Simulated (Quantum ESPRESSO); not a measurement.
Ta2C:

```
Ta C
1.0
     3.10590    0.00000    0.00000
    -1.55295    2.68979    0.00000
     0.00000    0.00000    4.94640
Ta C
2 1
Direct
  0.66667 0.33333 0.74799
  0.33333 0.66667 0.25201
  0.00000 0.00000 0.00000
```

Base run:

| Property | Result |
| --- | --- |
| Program | Quantum ESPRESSO 7.5 |
| Functional | LDA |
| Potentials or basis | GBRV 1.5 LDA |
| Cutoff | 762 eV |
| Density cutoff | 6095 eV |
| k mesh | 10 × 10 × 6 |
| Occupations | fermi-dirac, width 0.05 eV |
| Spin | no spin polarisation |

Its results: band gap on the k mesh none (metal or under the smearing width); pressure -8.1 GPa; largest force 0.102 eV/Å.

Question: The run is repeated on the same cell with these changes: functional from LDA to PBEsol; potentials or basis from GBRV 1.5 LDA to GBRV 1.5 PBEsol. What comes out?

Answer: Band gap on the k mesh none (metal or under the smearing width); pressure -3.1 GPa; largest force 0.027 eV/Å.

Caveats: spin-orbit coupling is left out, which moves the levels of the heavy elements.
